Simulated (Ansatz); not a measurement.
The system is MnF2.

```xyz
6
Lattice="4.8738 0.0000 0.0000 0.0000 4.8738 0.0000 0.0000 0.0000 3.3107" Properties=species:S:1:pos:R:3 pbc="T T T"
Mn    2.4369    2.4369    1.6554
Mn    0.0000    0.0000    0.0000
F     3.9249    0.9489    1.6554
F     3.3858    3.3858    0.0000
F     0.9489    3.9249    1.6554
F     1.4880    1.4880    0.0000
```

Base run:

```yaml
Program: Ansatz 0.2.0
Functional: PBE
Potentials_or_basis: Ansatz PAW
Cutoff: "420 eV (not typed: the program's choice for these potentials)"
k_mesh: 6 × 6 × 8
Occupations: fermi-dirac, width 0.05 eV
Spin: no spin polarisation
```

Its results: band gap on the k mesh none (metal or under the smearing width); pressure -15.7 GPa; largest force 0.033 eV/Å.

**Question.** The run is repeated on the same cell with these changes: spin from no spin polarisation to collinear spin, antiferromagnetic start. What comes out?

**Answer.** Band gap on the k mesh 2.17 eV, indirect (least direct gap 2.23 eV); pressure 2.6 GPa; net moment 0.00 μB per cell; site moments Mn +4.15, -4.15; F -0.03, +0.03 μB; largest force 0.104 eV/Å.

Caveats: semilocal functionals often make such compounds metallic where correlation or magnetic order opens a gap, which also shifts bond lengths (some runs).

A k mesh can miss the band edges.
